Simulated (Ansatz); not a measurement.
All numbers below come from Ansatz, DFT PBE, scalar-relativistic, plane waves, PAW. Settings: cutoff 420 eV, Γ-centred meshes spaced at most about 0.3 Å⁻¹, and about 0.25 Å⁻¹ or finer for metals (2π included), Gaussian smearing. No spin polarisation.

Temperature and zero-point effects are left out.

Compare these two cells of ZrH5, each relaxed at this level.

1. Space group P6/mmm (No. 191), hexagonal, a = 3.280 Å, c = 4.116 Å. Zr has 14 H at 2.06–2.12 Å; around H on a site of symmetry 3m lie 4 H at 1.89–1.92 Å, 3 Zr at 2.12 Å and 4 H at 2.19–2.20 Å; H on a site of symmetry 6/mmm has 2 Zr at 2.06 Å and 12 H at 2.19 Å.

2. Space group F-43m (No. 216), cubic, a = 5.274 Å. Around Zr lie 16 H at 2.20–2.28 Å; H on a site of symmetry -43m is surrounded by 4 H at 1.22 Å and 4 Zr at 2.28 Å; H on a site of symmetry 3m has 1 H at 1.22 Å, 3 H at 1.74 Å, 3 H at 1.99 Å and 3 Zr at 2.20 Å.

**Question.** Which form is favoured at zero pressure, and by what margin per atom?

**Answer.** Cell 1 is lower, by 0.32 eV/atom. Cell 1 has space group P6/mmm (No. 191), 6.4 Å³/atom and no gap on its mesh; cell 2 has space group F-43m (No. 216), 6.1 Å³/atom and no gap. Counting H atoms around Zr (those within 1.25 times the shortest such distance or 1.15 times the sum of covalent radii), cell 1 has Zr 14 and cell 2 has Zr 16. The lower one is the more open, so pressure narrows the difference. Both come from invented guesses. The lowest form computed isn't among them: it has space group P-3m1 (No. 164), 13.0 Å³/atom and lies 130 meV/atom below the best shown.

With hydrogen, zero-point motion can shift such differences by 10 meV/atom or more. Cells relaxed within their symmetry can be saddle points. Some structure types and database cells were kept out of the candidates from the start, so a known form may be missing.
